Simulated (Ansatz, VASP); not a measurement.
## SrCl2: VASP beside Ansatz

INCAR

```
PREC     = Accurate       # precision mode
ENCUT    = 520            # plane-wave cutoff, eV
EDIFF    = 1E-7           # SCF threshold, eV
ISMEAR   = -1             # smearing method
SIGMA    = 0.01           # smearing width, eV
LREAL    = False          # projectors in reciprocal space
LASPH    = True           # aspherical terms in the spheres
NELM     = 100            # most SCF steps
ALGO     = Normal         # electronic algorithm
ISIF     = 2              # what is computed and relaxed
LWAVE    = False          # write WAVECAR
LCHARG   = False          # write CHGCAR
GGA      = CA             # functional
NBANDS   = 19             # bands
```

KPOINTS

```
Automatic mesh
0
Gamma
  8 8 8
```

POSCAR

```
SrCl2
1.0
    0.0000000000      3.4855000000      3.5203550000
    3.4855000000      0.0000000000      3.5203550000
    3.4855000000      3.4855000000      0.0000000000
Sr Cl
1 2
Direct
    0.0000000000      0.0000000000      0.0000000000
    0.2500000000      0.2500000000      0.2500000000
    0.7500000000      0.7500000000      0.7500000000
```

Input for Ansatz:

```yaml
crystal:
  lattice:
    - [0.0, 3.4855, 3.520355]
    - [3.4855, 0.0, 3.520355]
    - [3.4855, 3.4855, 0.0]
  atoms:
    - { symbol: Sr, position: [0.0, 0.0, 0.0] }
    - { symbol: Cl, position: [0.25, 0.25, 0.25] }
    - { symbol: Cl, position: [0.75, 0.75, 0.75] }
kpoints:
  mp_grid: { grid: [8, 8, 8] }
  band_path:
    path:
      - [0.0, 0.0, 0.0]
      - [0.0, 0.5, 0.5]
      - [0.25, 0.75, 0.5]
      - [0.0, 0.5, 0.0]
      - [0.0, 0.0, 0.0]
      - [0.5, 0.5, 0.0]
      - [0.3725370062, 0.6274629938, 0.0]
      - [-0.3725370062, 0.3725370062, 0.0]
      - [0.0, 0.0, 0.0]
    npoints: 5
scf:
  occupations: { method: fermi_dirac, width: 0.01 }
hamiltonian:
  xc: lda
  pseudopotentials: { kind: all_electron, lapw: { basis_error: 0.001 } }
output:
  forces: true
  stress: true
  eigenvalues: true
```

Change from the starting cell: zz strain of +1 %.

Alike in both runs: task single point; functional LDA; k mesh 8 × 8 × 8; occupations fermi-dirac, width 0.01 eV; no spin polarisation.

```csv
,VASP,Ansatz
version,VASP 6.6.1,Ansatz 0.2.0
potentials or method,"VASP PAW LDA potentials, release 64 (Sr_sv, Cl)","all-electron LAPW, scalar-relativistic"
plane-wave cutoff (eV),520,see its input
```

Ansatz gave:

```
gap on the k mesh at the Fermi level (eV)       : 4.83
pressure (GPa)                                  : -3.1
largest component of the traceless stress (GPa) : 0.33
```

Q: Which values does VASP return?

A: gap on the k mesh at the Fermi level (eV): 4.83; pressure (GPa): -3.0; largest component of the traceless stress (GPa): 0.32.

Ansatz ran all-electron here, so the differences hold the error of VASP's frozen core and of both bases.

A k mesh can miss the band edges.
